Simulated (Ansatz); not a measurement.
**K (Im-3m), an elastic constant from a strain scan**

Method: DFT PBE, scalar-relativistic, plane waves, PAW (Ansatz 0.2.0). Cutoff 420 eV, Γ-centred 14×14×14 k-points, Gaussian smearing of 0.15 eV. No spin polarisation. Energies are free energies at this smearing, counted from the undisturbed cell; pressure is positive in compression.

The starting cell (as given, not relaxed at this level; it stands at 0.1 GPa):

```
K
1.0
    -2.61800    2.61800    2.61800
     2.61800   -2.61800    2.61800
     2.61800    2.61800   -2.61800
K
1
Direct
  0.00000 0.00000 0.00000
```

The cell is strained by ε times the Voigt pattern (1, 1, 0, 0, 0, 0) (xx, yy, zz, yz, xz, xy; engineering shear) with fractional coordinates fixed. The cell holds 1 atom in V0 = 71.77 Å³. The stress column is τ = (1/V0) dE/dε, got from the stress tensor σ (compression positive) at each point as −det(1 + εP) σ : P(1 + εP)⁻¹, with P the pattern as a tensor.

| ε | ΔE (meV/atom) | τ (GPa) |
| --- | --- | --- |
| -0.1000 | 54.253 | -2.434 |
| -0.0750 | 30.937 | -1.748 |
| -0.0500 | 14.752 | -1.157 |
| -0.0250 | 4.721 | -0.647 |
| 0.0000 | 0.000 | -0.208 |
| 0.0250 | -0.166 | 0.168 |
| 0.0500 | 3.549 | 0.487 |
| 0.0750 | 10.555 | 0.757 |
| 0.0875 | 15.130 | 0.876 |
| 0.1000 | ? | ? |

Problem. Which combination of elastic constants does this scan measure, and how large is it?

Solution. For small ε, τ = τ0 + Kε with K = pᵀCp, which for this pattern is 2(C11 + C12) in the cubic axes. The parabola through τ at ε = -0.0250, 0 and 0.0250 has slope K = 16.3 GPa at zero. The energies per cell, E = NΔE, of the same two points give K = 2[E(ε₊)/ε₊ − E(ε₋)/ε₋]/[(ε₊ − ε₋)V0] = 16.3 GPa, in agreement.

Problem. Predict the withheld row at ε = 0.1000 from the harmonic law, and compare.

Solution. ΔE = V0(τ0 ε + Kε²/2)/N = 27.194 meV/atom and τ = 1.42 GPa. The calculation gives 20.344 meV/atom and 0.98 GPa: the energy lies 25 % below the harmonic value, as bonds soften when stretched.

In a metal these slopes depend on the k mesh and the smearing.